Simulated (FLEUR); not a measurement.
# Ir (Fm-3m) in FLEUR: a series of runs

Runs on Ir. Level: PBEsol. Tasks: band structure.

All numbers are computed with FLEUR MaX-R8.1 (later development tree); they aren't measurements. Logs are shortened: lines on timing, memory, paths and dates and some standing lists are left out, and cuts for length are marked.

### 1 The crystal as given

The structure is cubic, space group Fm-3m (No. 225). Conventional cell: a = 3.831 Å, b = 3.831 Å, c = 3.831 Å, α = 90.00°, β = 90.00°, γ = 90.00°. Ir (site symmetry m-3m) has 12 Ir at 2.71 Å as nearest neighbours.

### 2 Band structure, PBEsol

inp.xml reads:

```xml
<?xml version="1.0" encoding="UTF-8" standalone="no"?>
<fleurInput fleurInputVersion="0.39">
   <comment>
      Ir                                                                                                  
   </comment>
   <calculationSetup>
      <cutoffs Kmax="4.14" Gmax="12.8" GmaxXC="12.8" numbands="0"/>
      <scfLoop itmax="60" minDistance="0.00001" maxIterBroyd="15" imix="Anderson" alpha="0.05" precondParam="0.0" spinf="2.0" sdNocoIR="T"/>
      <coreElectrons ctail="T" frcor="F" kcrel="0" coretail_lmax="0"/>
      <xcFunctional name="PBEs" relativisticCorrections="F"/>
      <magnetism jspins="1"/>
      <soc l_soc="F" theta="0.0" phi="0.0" spav="F"/>
      <expertModes spex="0" secvar="F"/>
      <geometryOptimization l_f="F" forcealpha="1.0" forcemix="BFGS" epsdisp="0.00001" epsforce="0.00001"/>
      <ldaU l_linMix="F" mixParam="0.05" spinf="1.0"/>
   </calculationSetup>
   <cell>
      <bzIntegration valenceElectrons="31.0" mode="hist" fermiSmearingEnergy="0.00183747">
         <kPointListSelection listName="default-1"/>
         <!-- k-points included here -->
         <xi:include xmlns:xi="http://www.w3.org/2001/XInclude" href="kpts.xml"> </xi:include>
      </bzIntegration>
      <!-- symmetry operations included here -->
      <xi:include xmlns:xi="http://www.w3.org/2001/XInclude" href="sym.xml"> </xi:include>
      <bulkLattice scale="1.0">
         <bravaisMatrix>
            <row-1>    0.0000000000000000     3.6199593642837598     3.6199593642837598</row-1>
            <row-2>    3.6199593642837598     0.0000000000000000     3.6199593642837598</row-2>
            <row-3>    3.6199593642837598     3.6199593642837598     0.0000000000000000</row-3>
         </bravaisMatrix>
      </bulkLattice>
   </cell>
   <atomSpecies>
      <species name="Iridium (Ir)" element="Ir" atomicNumber="77">
         <mtSphere radius="2.37" gridPoints="783" logIncrement="0.017"/>
         <atomicCutoffs lmax="9" lnonsphr="9"/>
         <electronConfig flipSpins="F">
            <coreConfig>(1s1/2) (2s1/2) (2p1/2) (2p3/2) (3s1/2) (3p1/2) (3p3/2) (4s1/2) (3d3/2) (3d5/2) (4p1/2) (4p3/2) (4d3/2) (4d5/2)</coreConfig>
            <valenceConfig>(4f5/2) (4f7/2) (5s1/2) (5p1/2) (5p3/2) (6s1/2) (5d3/2) (5d5/2)</valenceConfig>
            <stateOccupation state="(5d3/2)" spinUp="1.400000" spinDown="1.400000"/>
            <stateOccupation state="(5d5/2)" spinUp="2.100000" spinDown="2.100000"/>
         </electronConfig>
         <energyParameters s="6" p="6" d="5" f="5"/>
         <lo type="SCLO" l="0" n="5" eDeriv="0"/>
         <lo type="SCLO" l="0" n="5" eDeriv="1"/>
         <lo type="SCLO" l="1" n="5" eDeriv="0"/>
         <lo type="SCLO" l="1" n="5" eDeriv="1"/>
         <lo type="SCLO" l="3" n="4" eDeriv="0"/>
         <lo type="SCLO" l="3" n="4" eDeriv="1"/>
         <lo type="SCLO" l="2" n="5" eDeriv="2"/>
      </species>
   </atomSpecies>
   <atomGroups>
      <atomGroup species="Iridium (Ir)">
         <relPos label="                   1">.0000000000 .0000000000 .0000000000</relPos>
         <force calculate="T" relaxXYZ="TTT"/>
      </atomGroup>
   </atomGroups>
   <output dos="F" band="F" slice="F">
      <checks vchk="F" cdinf="F"/>
      <bandDOS minEnergy="-.5*Htr" maxEnergy="0.5*Htr" sigma="0.015" storeEVData="T"/>
      <vacuumDOS vacdos="F" integ="F" star="F" nstars="0" locx1="0.0" locy1="0.0" locx2="0.0" locy2="0.0" nstm="0" tworkf="0.0"/>
      <unfoldingBand unfoldBand="F" supercellX="1" supercellY="1" supercellZ="1"/>
      <plotting iplot="0" polar="F">
         <plot TwoD="T" vec1="  1.0  0.0  0.0" vec2="  0.0  1.0  0.0" vec3="  0.0  0.0  1.0" zero="  0.0  0.0  0.0" file="plot"/>
      </plotting>
      <chargeDensitySlicing numkpt="0" minEigenval="0.0" maxEigenval="0.0" nnne="0" pallst="F"/>
      <specialOutput eonly="F"/>
      <moessbauerParams electricFieldGradient="T" isomerShift="T" coreHyperfine="T" valenceHyperfine="T"/>
      <magneticCircularDichroism mcd="F" energyLo="-10.0" energyUp="0.0"/>
   </output>
  <!-- We include the file relax.xml here to enable relaxations (see documentation) -->
  <xi:include xmlns:xi="http://www.w3.org/2001/XInclude" href="relax.xml"> <xi:fallback/> </xi:include>
</fleurInput>
```

crystal.txt reads:

```
Ir
&input cartesian=F /
0.0000000000  1.9156000000  1.9156000000
1.9156000000  0.0000000000  1.9156000000
1.9156000000  1.9156000000  0.0000000000
1.8897261246
1.0 1.0 1.0

1
77 0.0000000000  0.0000000000  0.0000000000

&kpt div1=12 div2=12 div3=12 gamma=T /
```

inp.xml (bands) reads:

```
<?xml version="1.0" encoding="UTF-8" standalone="no"?>
<fleurInput fleurInputVersion="0.39">
   <comment>
      Ir                                                                                                  
   </comment>
   <calculationSetup>
      <cutoffs Kmax="4.14" Gmax="12.8" GmaxXC="12.8" numbands="0"/>
      <scfLoop itmax="60" minDistance="0.00001" maxIterBroyd="15" imix="Anderson" alpha="0.05" precondParam="0.0" spinf="2.0" sdNocoIR="T"/>
      <coreElectrons ctail="T" frcor="F" kcrel="0" coretail_lmax="0"/>
      <xcFunctional name="PBEs" relativisticCorrections="F"/>
      <magnetism jspins="1"/>
      <soc l_soc="F" theta="0.0" phi="0.0" spav="F"/>
      <expertModes spex="0" secvar="F"/>
      <geometryOptimization l_f="F" forcealpha="1.0" forcemix="BFGS" epsdisp="0.00001" epsforce="0.00001"/>
      <ldaU l_linMix="F" mixParam="0.05" spinf="1.0"/>
   </calculationSetup>
   <cell>
      <bzIntegration valenceElectrons="31.0" mode="hist" fermiSmearingEnergy="0.00183747">
         <kPointListSelection listName="path-1"/>
         <!-- k-points included here -->
         <xi:include xmlns:xi="http://www.w3.org/2001/XInclude" href="kpts.xml"> </xi:include>
      </bzIntegration>
      <!-- symmetry operations included here -->
      <xi:include xmlns:xi="http://www.w3.org/2001/XInclude" href="sym.xml"> </xi:include>
      <bulkLattice scale="1.0">
         <bravaisMatrix>
            <row-1>    0.0000000000000000     3.6199593642837598     3.6199593642837598</row-1>
            <row-2>    3.6199593642837598     0.0000000000000000     3.6199593642837598</row-2>
            <row-3>    3.6199593642837598     3.6199593642837598     0.0000000000000000</row-3>
         </bravaisMatrix>
      </bulkLattice>
   </cell>
   <atomSpecies>
      <species name="Iridium (Ir)" element="Ir" atomicNumber="77">
         <mtSphere radius="2.37" gridPoints="783" logIncrement="0.017"/>
         <atomicCutoffs lmax="9" lnonsphr="9"/>
         <electronConfig flipSpins="F">
            <coreConfig>(1s1/2) (2s1/2) (2p1/2) (2p3/2) (3s1/2) (3p1/2) (3p3/2) (4s1/2) (3d3/2) (3d5/2) (4p1/2) (4p3/2) (4d3/2) (4d5/2)</coreConfig>
            <valenceConfig>(4f5/2) (4f7/2) (5s1/2) (5p1/2) (5p3/2) (6s1/2) (5d3/2) (5d5/2)</valenceConfig>
            <stateOccupation state="(5d3/2)" spinUp="1.400000" spinDown="1.400000"/>
            <stateOccupation state="(5d5/2)" spinUp="2.100000" spinDown="2.100000"/>
         </electronConfig>
         <energyParameters s="6" p="6" d="5" f="5"/>
         <lo type="SCLO" l="0" n="5" eDeriv="0"/>
         <lo type="SCLO" l="0" n="5" eDeriv="1"/>
         <lo type="SCLO" l="1" n="5" eDeriv="0"/>
         <lo type="SCLO" l="1" n="5" eDeriv="1"/>
         <lo type="SCLO" l="3" n="4" eDeriv="0"/>
         <lo type="SCLO" l="3" n="4" eDeriv="1"/>
         <lo type="SCLO" l="2" n="5" eDeriv="2"/>
      </species>
   </atomSpecies>
   <atomGroups>
      <atomGroup species="Iridium (Ir)">
         <relPos label="                   1">.0000000000 .0000000000 .0000000000</relPos>
         <force calculate="T" relaxXYZ="TTT"/>
      </atomGroup>
   </atomGroups>
   <output dos="F" band="T" slice="F">
      <checks vchk="F" cdinf="F"/>
      <bandDOS minEnergy="-.5*Htr" maxEnergy="0.5*Htr" sigma="0.015" storeEVData="T"/>
      <vacuumDOS vacdos="F" integ="F" star="F" nstars="0" locx1="0.0" locy1="0.0" locx2="0.0" locy2="0.0" nstm="0" tworkf="0.0"/>
      <unfoldingBand unfoldBand="F" supercellX="1" supercellY="1" supercellZ="1"/>
      <plotting iplot="0" polar="F">
         <plot TwoD="T" vec1="  1.0  0.0  0.0" vec2="  0.0  1.0  0.0" vec3="  0.0  0.0  1.0" zero="  0.0  0.0  0.0" file="plot"/>
      </plotting>
      <chargeDensitySlicing numkpt="0" minEigenval="0.0" maxEigenval="0.0" nnne="0" pallst="F"/>
      <specialOutput eonly="F"/>
      <moessbauerParams electricFieldGradient="T" isomerShift="T" coreHyperfine="T" valenceHyperfine="T"/>
      <magneticCircularDichroism mcd="F" energyLo="-10.0" energyUp="0.0"/>
   </output>
  <!-- We include the file relax.xml here to enable relaxations (see documentation) -->
  <xi:include xmlns:xi="http://www.w3.org/2001/XInclude" href="relax.xml"> <xi:fallback/> </xi:include>
</fleurInput>
```

Potentials or basis: all-electron, FLAPW.

Command:

```console
inpgen -f crystal.txt -profile fastHighL
# inp.xml edited to the form shown
fleur_MPI
fleur_MPI   # second run, on inp.xml (bands)
```

Output:

```text
Welcome to FLEUR        (www.flapw.de)
      MaX-Release 8.1          (www.max-centre.eu)

 ========== k-point set info ==========
 Selected k-point list: default-1
 k-point list type: mesh
 12 x 12 x 12
 Number of k points: 72

 ------------Calculation Setup---------------------------
 Number of MPI-tasks      :            1
 Number of PE/node        :            1
 Number of OMP-threads    :            1
 Most efficient MPI parallelization for:
           1           2           3           4           6           8           9          12          18          24          36          72
 Additional eigenvalue parallelization possible
 Number of basis functions:          174
 Approximate size of matrices (H+S) per k-point:         0.000 GB
 --------------------------------------------------------
 Iteration:     1   Distance:      15.84641985 me/bohr^3
 Iteration:     2   Distance:      14.55189271 me/bohr^3
 Iteration:     3   Distance:       6.28585736 me/bohr^3
 Iteration:     4   Distance:       1.53195379 me/bohr^3
 Iteration:     5   Distance:       1.13620921 me/bohr^3
 Iteration:     6   Distance:       0.11390554 me/bohr^3
 Iteration:     7   Distance:       0.11828353 me/bohr^3
 Iteration:     8   Distance:       0.01086860 me/bohr^3
 Iteration:     9   Distance:       0.00319457 me/bohr^3
 Iteration:    10   Distance:       0.00087790 me/bohr^3
 Iteration:    11   Distance:       0.00006455 me/bohr^3
 Iteration:    12   Distance:       0.00006406 me/bohr^3
 Iteration:    13   Distance:       0.00000074 me/bohr^3

 ********************************************************************
 Run finished successfully
 Stop message:
   all done
 ********************************************************************
```

output (bands):

```text
Welcome to FLEUR        (www.flapw.de)
      MaX-Release 8.1          (www.max-centre.eu)

 ========== k-point set info ==========
 Selected k-point list: path-1
 k-point list type: path
 Number of k points: 60

 ------------Calculation Setup---------------------------
 Number of MPI-tasks      :            1
 Number of PE/node        :            1
 Number of OMP-threads    :            1
 Most efficient MPI parallelization for:
           1           2           3           4           5           6          10          12          15          20          30          60
 Additional eigenvalue parallelization possible
 Number of basis functions:          174
 Approximate size of matrices (H+S) per k-point:         0.000 GB
 --------------------------------------------------------
 Fermi energy correction for metals:
 Fermi energy in bands.* files may not be consistent with last density.
 Please correct it manually (e.g. in band.gnu file).

 Note: Band structure data (together with different weights) is also stored in the banddos.hdf file.
       A convenient way of extracting and plotting the data from that file is by making use of the

 ********************************************************************
 Run finished successfully
 Stop message:
   Charge density postprocessing done.
 ********************************************************************
```

out.xml (last iteration):

```text
<iteration numberForCurrentRun="   13" overallNumber="   13">
         <energyParameters units="Htr">
            <atomicEP atomType="1" spin="1" branch="6s" branchLowest="-2.74" branchHighest="2.22" value="0.3931541450"/>
            <atomicEP atomType="1" spin="1" branch="6p" branchLowest="-1.11" branchHighest="3.25" value="0.5426644252"/>
            <atomicEP atomType="1" spin="1" branch="5d" branchLowest="-9.82" branchHighest="0.91" value="0.5193141682"/>
            <atomicEP atomType="1" spin="1" branch="5f" branchLowest="-1.44" branchHighest="3.03" value="0.8239583654"/>
            <loAtomicEP atomType="1" spin="1" branch="5s" branchLowest="-23.51" branchHighest="-2.74" value="-2.7507313342"/>
            <loAtomicEP atomType="1" spin="1" branch="5s" branchLowest="-23.51" branchHighest="-2.74" value="-2.7507313342"/>
            <loAtomicEP atomType="1" spin="1" branch="5p" branchLowest="-17.35" branchHighest="-1.11" value="-1.1989876045"/>
            <loAtomicEP atomType="1" spin="1" branch="5p" branchLowest="-17.35" branchHighest="-1.11" value="-1.1989876045"/>
            <loAtomicEP atomType="1" spin="1" branch="4f" branchLowest="-9.99" branchHighest="-1.44" value="-1.4307187123"/>
            <loAtomicEP atomType="1" spin="1" branch="4f" branchLowest="-9.99" branchHighest="-1.44" value="-1.4307187123"/>
            <loAtomicEP atomType="1" spin="1" branch="5d" branchLowest="-9.82" branchHighest="0.91" value="0.5089873468"/>
         </energyParameters>
         <eigenvalues>
            <eigenvaluesAt spin="1" ikpt="1" k_x="0.00000000" k_y="0.00000000" k_z="0.00000000">
                      -2.7531997151       -1.4424944958       -1.4409931252       -1.4409931252       -1.4409931252
                      -1.4404354710       -1.4404354710       -1.4404354710       -1.1500743751       -1.1500743751
                      -1.1500743751        0.2495528459        0.5181270758        0.5181270758        0.5181270758
                       0.6189092172        0.6189092172        1.1606370636        1.3641245490        1.3641245490
                       1.3641245490        1.5669091820        1.9112950679        1.9112950679
            </eigenvaluesAt>
            <eigenvaluesAt spin="1" ikpt="2" k_x="0.00000000" k_y="0.00000000" k_z="0.08333333">
                      -2.7530331249       -1.4424817185       -1.4410175879       -1.4410175879       -1.4409916944
                      -1.4404381584       -1.4404253139       -1.4404253139       -1.1521541140       -1.1503582929
                      -1.1503582929        0.2609628327        0.5121093563        0.5229378021        0.5229378021
                       0.6158232877        0.6158232877        1.1802797279        1.3169949144        1.3832597126
                       1.3832597126        1.6248992406        1.8028319200        1.8497482460
            </eigenvaluesAt>
[... 46 lines left out ...]
            <coreIsomerShift atomType="1" isTotal="1950735.26309">
               <shell n="1" l="0" isomerShift="1622752.07796"/>
               <shell n="2" l="0" isomerShift="238810.15923"/>
               <shell n="2" l="1" isomerShift="16108.62865"/>
               <shell n="3" l="0" isomerShift="54281.41489"/>
               <shell n="3" l="1" isomerShift="4100.11773"/>
               <shell n="4" l="0" isomerShift="13669.12331"/>
               <shell n="3" l="2" isomerShift="0.00166"/>
               <shell n="4" l="1" isomerShift="1013.73924"/>
               <shell n="4" l="2" isomerShift="0.00043"/>
            </coreIsomerShift>
            <isomerShift atomType="1" nucleusRadius="0.0001363" averageDensity="1953470.69572"/>
            <electricFieldGradient atomType="1" VXX="0.00000" VYY="0.00000" VZZ="0.00000" asymParam="0.00000">
            </electricFieldGradient>
         </moessbauerParams>
         <totalEnergy                                    value="   -17853.1024184525" units="Htr">
            <sumOfEigenvalues                            value="   -10938.0594364654">
               <coreElectrons value="-10909.9704555027"/>
               <valenceElectrons value="-28.0889809626"/>
            </sumOfEigenvalues>
            <densityCoulombPotentialIntegral value="-30832.0214241123"/>
            <densityEffectivePotentialIntegral value="-31285.3243947147"/>
            <chargeDenXCDenIntegral value="-344.1326948030"/>
            <FockExchangeEnergyValence value="0.0000000000"/>
            <FockExchangeEnergyCore value="0.0000000000"/>
            <atomTypeDependentContributions atomType="1">
               <electronNucleiInteractionDifferentMTs value="22386.3169314888"/>
               <MadelungTerm value="-53.9070383538"/>
            </atomTypeDependentContributions>
            <tkbTimesEntropy value="0.0001727555"/>
            <freeEnergy value="-17853.1025912080"/>
            <extrapolationTo0K value="-17853.1025048302"/>
         </totalEnergy>
         <densityConvergence units="me/bohr^3">
            <chargeDensity spin="1" distance="0.0000007445"/>
         </densityConvergence>
      </iteration>
```

It took 13 s on 1 thread of Arm Neoverse V2, shared host; peak memory 0.07 GiB.

What came out:

| Item | Value |
| --- | --- |
| Free energy | -485807.6703 eV |
| Band gap along the path | none (metal or under the smearing width) |
| Valence electrons inside the program's atomic spheres | Ir 29.02 (radii Ir 2.37 bohr) |

Levels at the corners of the path, in eV from the Fermi level:
| point | band 11 | band 12 | band 13 | band 14 | band 15 | band 16 | band 17 | band 18 | band 19 | band 20 |
| --- | --- | --- | --- | --- | --- | --- | --- | --- | --- | --- |
| Γ | -49.37 | -11.29 | -3.98 | -3.98 | -3.98 | -1.24 | -1.24 | 13.50 | 19.04 | 19.04 |
| X | -49.67 | -8.06 | -7.48 | 0.86 | 1.47 | 1.47 | 1.60 | 10.54 | 11.42 | 11.42 |
| W | -49.68 | -6.39 | -4.98 | -4.98 | -1.88 | 1.48 | 8.12 | 9.01 | 9.01 | 13.31 |
| K | -49.61 | -7.09 | -6.11 | -2.98 | -0.93 | 0.58 | 6.20 | 7.70 | 11.49 | 15.31 |
| Γ | -49.37 | -11.29 | -3.98 | -3.98 | -3.98 | -1.24 | -1.24 | 13.50 | 19.04 | 19.04 |
| L | -49.49 | -8.25 | -4.08 | -4.08 | -0.87 | 0.89 | 0.89 | 7.28 | 13.16 | 19.07 |
| U | -49.61 | -7.09 | -6.11 | -2.98 | -0.93 | 0.58 | 6.20 | 7.70 | 11.49 | 15.31 |
| W | -49.68 | -6.39 | -4.98 | -4.98 | -1.88 | 1.48 | 8.12 | 9.01 | 9.01 | 13.31 |
| L | -49.49 | -8.25 | -4.08 | -4.08 | -0.87 | 0.89 | 0.89 | 7.28 | 13.16 | 19.07 |
| K | -49.61 | -7.09 | -6.11 | -2.98 | -0.93 | 0.58 | 6.20 | 7.70 | 11.49 | 15.31 |
| U | -49.61 | -7.09 | -6.11 | -2.98 | -0.93 | 0.58 | 6.20 | 7.70 | 11.49 | 15.31 |
| X | -49.67 | -8.06 | -7.48 | 0.86 | 1.47 | 1.47 | 1.60 | 10.54 | 11.42 | 11.42 |

Core levels (eV from the Fermi level):
```
atom                                                                                                                                                                                                           levels
1 Ir  1s1/2 -75990.2, 2s1/2 -13279.9, 2p1/2 -12720.6, 2p3/2 -11093.7, 3s1/2 -3102.1, 3p1/2 -2851.8, 3p3/2 -2495.5, 4s1/2 -657.7, 3d3/2 -2077.8, 3d5/2 -2000.8, 4p1/2 -552.1, 4p3/2 -467.8, 4d3/2 -294.8, 4d5/2 -279.2
```

Caveat: spin-orbit coupling is left out, which moves the levels of the heavy elements.

[end of part 1 of 2]
